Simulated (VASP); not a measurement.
# BeTe (F-43m) in VASP: notebook

The runs below take BeTe through relaxation of cell and atoms, with PBEsol, HSE06.

Everything below comes from runs of VASP 6.6.1. Logs are shortened: lines on timing, memory, paths and dates and some standing lists are left out, and cuts for length are marked.

## 1. The structure

Symmetry: F-43m, No. 216, cubic system. Conventional cell: a = 5.540 Å, b = 5.540 Å, c = 5.540 Å, α = 90.00°, β = 90.00°, γ = 90.00°. Be (site symmetry -43m) has 4 Te at 2.40 Å as nearest neighbours. Te (site symmetry -43m) has 4 Be at 2.40 Å as nearest neighbours.

## 2. Relaxation of cell and atoms, PBEsol

The input, INCAR:

```
ALGO = Normal
EDIFF = 1E-6
EDIFFG = -0.01
ENCUT = 600
GGA = PS
IBRION = 2
ISIF = 3
ISMEAR = 0
KPAR = 4
LASPH = T
LCHARG = F
LREAL = F
LWAVE = F
NELM = 80
NSW = 90
PREC = Accurate
SIGMA = 0.03
```

The input, KPOINTS:

```
k-points
0
Gamma
  8 8 8
```

The input, POSCAR:

```
BeTe
1.0
    0.0000000000      2.7700000000      2.7700000000
    2.7700000000      0.0000000000      2.7700000000
    2.7700000000      2.7700000000      0.0000000000
Be Te
1 1
Direct
    0.0000000000      0.0000000000      0.0000000000
    0.2500000000      0.2500000000      0.2500000000
```

Potentials or basis: VASP PAW PBE potentials, release 64 (Be, Te).

Run with:

```sh
cat potpaw_PBE.64/Be/POTCAR potpaw_PBE.64/Te/POTCAR > POTCAR
mpirun -np 4 vasp_std > vasp.out
```

OUTCAR:

```text
EDIFF = 1E-6
   EDIFFG = -0.01
   ENCUT = 600
   GGA = PS
   IBRION = 2
   ISIF = 3
   ISMEAR = 0
   LASPH = T
   LREAL = F
   NELM = 80
   NSW = 90
   PREC = Accurate

 ion  position               nearest neighbor table
   1  0.000  0.000  0.000-   2 2.40   2 2.40   2 2.40   2 2.40
   2  0.250  0.250  0.250-   1 2.40   1 2.40   1 2.40   1 2.40

  LATTYP: Found a face centered cubic cell.
 ALAT       =     5.5400000000

  Lattice vectors:

 A1 = (   0.0000000000,   2.7700000000,   2.7700000000)
 A2 = (   2.7700000000,   0.0000000000,   2.7700000000)
 A3 = (   2.7700000000,   2.7700000000,   0.0000000000)

Analysis of symmetry for initial positions (statically):
=====================================================================
 Subroutine PRICEL returns:
 Original cell was already a primitive cell.

 Routine SETGRP: Setting up the symmetry group for a
 face centered cubic supercell.

 Subroutine GETGRP returns: Found 24 space group operations
 (whereof 24 operations were pure point group operations)
 out of a pool of 48 trial point group operations.

The static configuration has the point symmetry T_d .

Analysis of symmetry for dynamics (positions and initial velocities):
=====================================================================
 Subroutine PRICEL returns:
 Original cell was already a primitive cell.

 Routine SETGRP: Setting up the symmetry group for a
 face centered cubic supercell.

 Subroutine GETGRP returns: Found 24 space group operations
 (whereof 24 operations were pure point group operations)
 out of a pool of 48 trial point group operations.

The dynamic configuration has the point symmetry T_d .

 Subroutine INISYM returns: Found 24 space group operations
 (whereof 24 operations are pure point group operations),
 and found     1 'primitive' translations

----------------------------------------------------------------------------------------

                                     Primitive cell

  volume of cell :      42.5079

  direct lattice vectors                    reciprocal lattice vectors
     0.000000000  2.770000000  2.770000000    -0.180505415  0.180505415  0.180505415
     2.770000000  0.000000000  2.770000000     0.180505415 -0.180505415  0.180505415
     2.770000000  2.770000000  0.000000000     0.180505415  0.180505415 -0.180505415

[... 98 lines left out ...]
   ISMEAR =     0;   SIGMA  =   0.03  broadening in eV -4-tet -1-fermi 0-gaus
   EFERMI_NEDOS =   21; number of points for ismear=-14 and -15
   IALGO  =     38    algorithm
   IMIX   =      4    mixing-type and parameters
     AMIX     =   0.40;   BMIX     =  1.00
     AMIX_MAG =   1.60;   BMIX_MAG =  1.00
  volume/ion in A,a.u.               =      21.25       143.43
  Fermi-wavevector in a.u.,A,eV,Ry     =   0.938170  1.772885 11.975354  0.880164
  Thomas-Fermi vector in A             =   2.065355
   LORBIT       =      0    0 simple, 1 ext, 2 COOP (PROOUT), +10 PAW based schemes
   GGA     = PS    functional components
   LHFCALC =     F    Hartree Fock is set to
   AEXX    =    0.0000 exact exchange contribution
   IVDW    =     0    specifies the selected vdW correction
   LEPSILON=     F    determine dielectric tensor
   LRPA    =     F    only Hartree local field effects (RPA)
 conjugate gradient relaxation of ions
 non-spin polarized calculation
 Gauss-broadening in eV      SIGMA  =   0.03
  energy-cutoff  :      600.00
  volume of cell :       42.51
 maximum number of plane-waves:      1433
   NGX = 15   NGY = 15   NGZ = 15

--------------------------------------- Ionic step        1  -------------------------------------------

 number of electron       8.0000000 magnetization

 Free energy of the ion-electron system (eV)
  ---------------------------------------------------
  ext. energy  EPLUGINS =         0.00000000
  ---------------------------------------------------
  free energy    TOTEN  =        -8.20301244 eV

  energy without entropy =       -8.20301244  energy(sigma->0) =       -8.20301244

------------------------ aborting loop because EDIFF is reached ----------------------------------------

  FORCE on cell =-STRESS in cart. coord.  units (eV):
  Direction    XX          YY          ZZ          XY          YZ          ZX
  --------------------------------------------------------------------------------------
  -------------------------------------------------------------------------------------
  Total        0.6733605      0.6733605      0.6733605     -0.0000000     -0.0000000     -0.0000000
  in kB       25.3798435     25.3798435     25.3798435     -0.0000000     -0.0000000     -0.0000000
  external PRESSURE =      25.3798435 kB  Pullay stress =       0.0000000 kB
[... 59 lines left out ...]
--------------------------------------- Ionic step        3  -------------------------------------------

 number of electron       8.0000000 magnetization

 Free energy of the ion-electron system (eV)
  ---------------------------------------------------
  ext. energy  EPLUGINS =         0.00000000
  ---------------------------------------------------
  free energy    TOTEN  =        -8.21593460 eV

  energy without entropy =       -8.21593460  energy(sigma->0) =       -8.21593460

 E-fermi :   5.2756     XC(G=0):  -9.2428

 val. band max:        5.1216490165   @ k =   0.0000   0.0000   0.0000
 cond. band min:       6.9495463505   @ k =   0.5000   0.5000   0.0000
 fundamental gap:      1.8278973340
 Fermi energy:         5.2756464422

 k-point     1 :       0.0000    0.0000    0.0000
  band No.  band energies     occupation
      1      -7.2807      2.00000
      2       5.1216      2.00000
      3       5.1216      2.00000
      4       5.1216      2.00000
      5       8.7120      0.00000
      6       8.7120      0.00000
      7       8.7120      0.00000
      8       8.9299      0.00000
[... 243 lines left out ...]
 k-point    24 :      -0.3750    0.2500    0.1250
  band No.  band energies     occupation
      1      -5.6594      2.00000
      2      -0.0873      2.00000
      3       2.1698      2.00000
      4       3.1730      2.00000
      5       9.2598      0.00000
      6       9.4712      0.00000
      7      11.8103      0.00000
      8      12.8709      0.00000

 [... further k-points ...]

------------------------ aborting loop because EDIFF is reached ----------------------------------------

  FORCE on cell =-STRESS in cart. coord.  units (eV):
  Direction    XX          YY          ZZ          XY          YZ          ZX
  --------------------------------------------------------------------------------------
  -------------------------------------------------------------------------------------
  Total        0.0005010      0.0005010      0.0005010      0.0000000      0.0000000      0.0000000
  in kB        0.0181634      0.0181634      0.0181634      0.0000000      0.0000000      0.0000000
  external PRESSURE =       0.0181634 kB  Pullay stress =       0.0000000 kB
[... 17 lines left out ...]
  FREE ENERGIE OF THE ION-ELECTRON SYSTEM (eV)
  ---------------------------------------------------
  free  energy   TOTEN  =        -8.2159345964 eV

  energy  without entropy=       -8.2159345964  energy(sigma->0) =       -8.21593460

 reached required accuracy - stopping structural energy minimisation
```

It took 6 s on 4 MPI ranks of Intel Xeon 6975P-C (Granite Rapids), shared host; peak memory 0.18 GiB.

Results:

```
Free energy                            : -8.2159 eV
Relaxed volume                         : 22.10 Å³/atom
Relaxed cell                           : a = 3.968 Å, b = 3.968 Å, c = 3.968 Å, α = 60.00°, β = 60.00°, γ = 60.00°
Space group after relaxing (to 0.05 Å) : F-43m (No. 216)
Energy gained by relaxing              : 6.5 meV/atom
Ionic steps                            : 3
Pressure after relaxing                : 0.0 GPa
Band gap on the k mesh                 : 1.83 eV, indirect (least direct gap 3.59 eV)
```

The path:
```tsv
step	energy change (eV)	largest force (eV/Å)	pressure (GPa)	volume (Å³)
1	0.0000	0.0000	2.54	42.51
2	-0.0122	0.0000	-0.55	44.61
3	-0.0129	0.0000	0.00	44.19
```

Final structure:
```
Be Te
1.0
     0.00000    2.80614    2.80614
     2.80614    0.00000    2.80614
     2.80614    2.80614    0.00000
Be Te
1 1
Direct
  0.00000 0.00000 0.00000
  0.25000 0.25000 0.25000
```

Caveat: the PAW data sets were made with another functional, which shifts forces and pressure a little; spin-orbit coupling is left out, which moves the levels of the heavy elements. A k mesh can miss the band edges.

## 3. Relaxation of cell and atoms, HSE06

This run uses another cell than the first one, of 22.10 Å³/atom, 1.040 times its volume.

The input, POSCAR:

```
BeTe                                    
1.0
   -0.0000000000      2.8061350131      2.8061350131
    2.8061350131      0.0000000000      2.8061350131
    2.8061350131      2.8061350131      0.0000000000
  Be              Te            
     1     1
Direct
     0.0000000000000000    0.0000000000000000    0.0000000000000000
     0.2500000000000000    0.2500000000000000    0.2500000000000000
```

The input, INCAR.step1:

```
ALGO = Normal
EDIFF = 1E-5
ENCUT = 520
GGA = PE
ISMEAR = 0
KPAR = 4
LASPH = T
LCHARG = F
LREAL = F
LWAVE = T
NELM = 80
PREC = Accurate
SIGMA = 0.03
```

The input, INCAR.step2:

```
ALGO = Normal
EDIFF = 1E-6
EDIFFG = -0.01
ENCUT = 520
GGA = PE
HFSCREEN = 0.2
IBRION = 2
ISIF = 3
ISMEAR = 0
ISTART = 1
KPAR = 4
LASPH = T
LCHARG = F
LHFCALC = T
LREAL = F
LWAVE = F
NELM = 80
NSW = 25
PREC = Accurate
PRECFOCK = Fast
SIGMA = 0.03
```

The input, KPOINTS:

```
k-points
0
Gamma
  6 6 6
```

Potentials or basis: VASP PAW PBE potentials, release 64 (Be, Te).

Run with:

```sh
cat potpaw_PBE.64/Be/POTCAR potpaw_PBE.64/Te/POTCAR > POTCAR
cp INCAR.step1 INCAR
mpirun -np 4 vasp_std > vasp.out
cp INCAR.step2 INCAR
mpirun -np 4 vasp_std > vasp.out
```

It took 97 s on 4 MPI ranks of Intel Xeon 6975P-C (Granite Rapids), shared host; peak memory 0.27 GiB.

The run converged. Its results:

| Item | Value |
| --- | --- |
| Free energy | -8.7725 eV |
| Relaxed volume | 22.28 Å³/atom |
| Relaxed cell | a = 3.979 Å, b = 3.979 Å, c = 3.979 Å, α = 60.00°, β = 60.00°, γ = 60.00° |
| Space group after relaxing (to 0.05 Å) | F-43m (No. 216) |
| Energy gained by relaxing | 0.3 meV/atom |
| Ionic steps | 3 |
| Pressure after relaxing | 0.0 GPa |
| Band gap on the k mesh | 2.65 eV, indirect (least direct gap 4.49 eV) |

Step by step:
```
step  energy change (eV)  largest force (eV/Å)  pressure (GPa)  volume (Å³)
   1              0.0000                0.0000            0.49        44.19
   2             -0.0005                0.0000           -0.09        44.63
   3             -0.0005                0.0000           -0.02        44.55
```

Final structure:
```cif
data_structure
_symmetry_space_group_name_H-M 'P 1'
_symmetry_Int_Tables_number 1
_cell_length_a 3.9792
_cell_length_b 3.9792
_cell_length_c 3.9792
_cell_angle_alpha 60.000
_cell_angle_beta 60.000
_cell_angle_gamma 60.000
_cell_volume 44.55
loop_
_atom_site_label
_atom_site_type_symbol
_atom_site_fract_x
_atom_site_fract_y
_atom_site_fract_z
_atom_site_occupancy
Be1 Be 0.00000 0.00000 0.00000 1
Te1 Te 0.25000 0.25000 0.25000 1
```

Levels at points of the mesh, in eV from the valence-band top:
| k point | band 1 | band 2 | band 3 | band 4 | band 5 | band 6 | band 7 | band 8 |
| --- | --- | --- | --- | --- | --- | --- | --- | --- |
| (0.00, 0.00, 0.00) | -13.47 | 0.00 | 0.00 | 0.00 | 4.49 | 4.49 | 4.49 | 4.63 |
| (0.50, 0.00, 0.00) | -11.95 | -6.13 | -1.23 | -1.23 | 3.85 | 5.49 | 5.49 | 8.86 |
| (0.50, 0.50, 0.00) | -11.39 | -5.68 | -2.89 | -2.89 | 2.65 | 3.39 | 11.12 | 11.12 |

Caveat: the PAW data sets were made with another functional, which shifts forces and pressure a little; spin-orbit coupling is left out, which moves the levels of the heavy elements. Zero-point motion and thermal expansion aren't in these numbers.

## 4. Relaxation of cell and atoms, PBEsol

The input, INCAR:

```
SYSTEM = BeTe
  ALGO = Normal
  EDIFF = 1E-6
  EDIFFG = -0.01
  ENCUT = 600
  GGA = PS
  IBRION = 2
  ISIF = 3
  ISMEAR = 0
  LASPH = .True.
  LCHARG = .False.
  LREAL = .False.
  LWAVE = .False.
  NELM = 80
  NSW = 90
  PREC = Accurate
  SIGMA = 0.03
```

The input, KPOINTS:

```
k-points
0
Gamma
  8 8 8
  0 0 0
```

The input, POSCAR:

```
BeTe
1.0
    0.0000000000      2.7700000000      2.7700000000
    2.7700000000      0.0000000000      2.7700000000
    2.7700000000      2.7700000000      0.0000000000
Be Te
1 1
Direct
    0.0000000000      0.0000000000      0.0000000000
    0.2500000000      0.2500000000      0.2500000000
```

Run with:

```sh
cat potpaw_PBE.64/Be/POTCAR potpaw_PBE.64/Te/POTCAR > POTCAR
mpirun -np 1 vasp_std > vasp.out
```

Wall time 10 s (1 thread of Intel Xeon 6975P-C (Granite Rapids), shared host); peak memory 0.18 GiB.

It converged, with:

| Item | Value |
| --- | --- |
| Free energy | -8.2159 eV |
| Relaxed volume | 22.10 Å³/atom |
| Relaxed cell | a = 3.968 Å, b = 3.968 Å, c = 3.968 Å, α = 60.00°, β = 60.00°, γ = 60.00° |
| Space group after relaxing (to 0.05 Å) | F-43m (No. 216) |
| Energy gained by relaxing | 6.5 meV/atom |
| Ionic steps | 3 |
| Pressure after relaxing | 0.0 GPa |
| Band gap on the k mesh | 1.83 eV, indirect (least direct gap 3.59 eV) |

Step by step:
```csv
step,energy change (eV),largest force (eV/Å),pressure (GPa),volume (Å³)
1,0.0000,0.0000,2.54,42.51
2,-0.0122,0.0000,-0.55,44.61
3,-0.0129,0.0000,0.00,44.19
```

Final structure:
```cif
data_structure
_symmetry_space_group_name_H-M 'P 1'
_symmetry_Int_Tables_number 1
_cell_length_a 3.9685
_cell_length_b 3.9685
_cell_length_c 3.9685
_cell_angle_alpha 60.000
_cell_angle_beta 60.000
_cell_angle_gamma 60.000
_cell_volume 44.19
loop_
_atom_site_label
_atom_site_type_symbol
_atom_site_fract_x
_atom_site_fract_y
_atom_site_fract_z
_atom_site_occupancy
Be1 Be 0.00000 0.00000 0.00000 1
Te1 Te 0.25000 0.25000 0.25000 1
```

Levels at points of the mesh, in eV from the valence-band top:
```
           k point  band 2  band 3  band 4  band 5  band 6  band 7
(0.00, 0.00, 0.00)    0.00    0.00    0.00    3.59    3.59    3.59
(0.50, 0.00, 0.00)   -5.64   -1.15   -1.15    3.06    4.55    4.55
(0.50, 0.50, 0.00)   -5.19   -2.70   -2.70    1.83    2.60    9.77
```

Caveat: the PAW data sets were made with another functional, which shifts forces and pressure a little; spin-orbit coupling is left out, which moves the levels of the heavy elements. Zero-point motion and thermal expansion aren't in these numbers.

## 5. Relaxation of cell and atoms, PBEsol

This run uses another cell than the first one, of 22.10 Å³/atom, 1.040 times its volume.

Changes to INCAR since step 4:

```diff
@@ -2,4 +2,4 @@
   ALGO = Normal
-  EDIFF = 1E-6
-  EDIFFG = -0.01
+  EDIFF = 1E-7
+  EDIFFG = -0.005
   ENCUT = 600
```

KPOINTS is that of step 4.

The input, POSCAR:

```
BeTe                                    
1.0
   -0.0000000000      2.8061350129      2.8061350129
    2.8061350129     -0.0000000000      2.8061350129
    2.8061350129      2.8061350129      0.0000000000
  Be              Te            
     1     1
Direct
     0.0000000000000000    0.0000000000000000    0.0000000000000000
     0.2500000000000000    0.2500000000000000    0.2500000000000000
```

Run with:

```sh
cat potpaw_PBE.64/Be/POTCAR potpaw_PBE.64/Te/POTCAR > POTCAR
mpirun -np 1 vasp_std > vasp.out
```

Run time: 7 s. Hardware: 1 thread of Intel Xeon 6975P-C (Granite Rapids), shared host; peak memory 0.18 GiB.

The run converged. Its results:

| Property | Result |
| --- | --- |
| Free energy | -8.2160 eV |
| Pressure after relaxing | 0.0 GPa |
| Band gap on the k mesh | 1.83 eV, indirect (least direct gap 3.59 eV) |

Final structure:
```xyz
2
Lattice="0.0000 2.8061 2.8061 2.8061 0.0000 2.8061 2.8061 2.8061 0.0000" Properties=species:S:1:pos:R:3 pbc="T T T"
Be    0.0000    0.0000    0.0000
Te    1.4031    1.4031    1.4031
```

Levels at points of the mesh, in eV from the valence-band top:
```tsv
k point	band 2	band 3	band 4	band 5	band 6	band 7
(0.00, 0.00, 0.00)	0.00	0.00	0.00	3.59	3.59	3.59
(0.50, 0.00, 0.00)	-5.64	-1.15	-1.15	3.06	4.55	4.55
(0.50, 0.50, 0.00)	-5.19	-2.70	-2.70	1.83	2.60	9.77
```

Caveat: the relaxation stopped at its first step, so nothing moved; the PAW data sets were made with another functional, which shifts forces and pressure a little; spin-orbit coupling is left out, which moves the levels of the heavy elements.

## 6. Relaxation of cell and atoms, PBEsol

The input, INCAR:

```
SYSTEM = BeTe
  PREC = Accurate
  ENCUT = 600
  EDIFF = 1E-6
  ISMEAR = 0
  SIGMA = 0.03
  LREAL = .FALSE.
  LASPH = .TRUE.
  NELM = 80
  ALGO = Normal
  ISIF = 3
  LWAVE = .FALSE.
  LCHARG = .FALSE.
  GGA = PS
  IBRION = 2
  NSW = 90
  EDIFFG = -0.01
  KPAR = 4
```

The input, KPOINTS:

```
regular mesh
0
G
  8 8 8
  0 0 0
```

The input, POSCAR:

```
BeTe
1.0
    0.0000000000      2.7700000000      2.7700000000
    2.7700000000      0.0000000000      2.7700000000
    2.7700000000      2.7700000000      0.0000000000
Be Te
1 1
Direct
    0.0000000000      0.0000000000      0.0000000000
    0.2500000000      0.2500000000      0.2500000000
```

Potentials or basis: VASP PAW PBE potentials, release 64 (Be, Te).

Run with:

```sh
cat potpaw_PBE.64/Be/POTCAR potpaw_PBE.64/Te/POTCAR > POTCAR
mpirun -np 4 vasp_std > vasp.out
```

It took 18 s on 4 MPI ranks of Intel Xeon Platinum 8259CL at 2.50GHz (Skylake/Cascade Lake), shared host; peak memory 0.18 GiB.

The run converged. Its results:

| Item | Value |
| --- | --- |
| Free energy | -8.2159 eV |
| Relaxed volume | 22.10 Å³/atom |
| Relaxed cell | a = 3.968 Å, b = 3.968 Å, c = 3.968 Å, α = 60.00°, β = 60.00°, γ = 60.00° |
| Space group after relaxing (to 0.05 Å) | F-43m (No. 216) |
| Energy gained by relaxing | 6.5 meV/atom |
| Ionic steps | 3 |
| Pressure after relaxing | 0.0 GPa |
| Band gap on the k mesh | 1.83 eV, indirect (least direct gap 3.59 eV) |

Step by step:
| step | energy change (eV) | largest force (eV/Å) | pressure (GPa) | volume (Å³) |
| --- | --- | --- | --- | --- |
| 1 | 0.0000 | 0.0000 | 2.54 | 42.51 |
| 2 | -0.0122 | 0.0000 | -0.55 | 44.61 |
| 3 | -0.0129 | 0.0000 | 0.00 | 44.19 |

Final structure:
```xyz
2
Lattice="0.0000 2.8061 2.8061 2.8061 0.0000 2.8061 2.8061 2.8061 0.0000" Properties=species:S:1:pos:R:3 pbc="T T T"
Be    0.0000    0.0000    0.0000
Te    1.4031    1.4031    1.4031
```

Levels at points of the mesh, in eV from the valence-band top:
```
           k point  band 1  band 2  band 3  band 4  band 5  band 6  band 7  band 8
(0.00, 0.00, 0.00)  -12.40    0.00    0.00    0.00    3.59    3.59    3.59    3.81
(0.50, 0.00, 0.00)  -11.03   -5.64   -1.15   -1.15    3.06    4.55    4.55    7.66
(0.50, 0.50, 0.00)  -10.52   -5.19   -2.70   -2.70    1.83    2.60    9.77    9.77
```

Caveat: the PAW data sets were made with another functional, which shifts forces and pressure a little; spin-orbit coupling is left out, which moves the levels of the heavy elements.
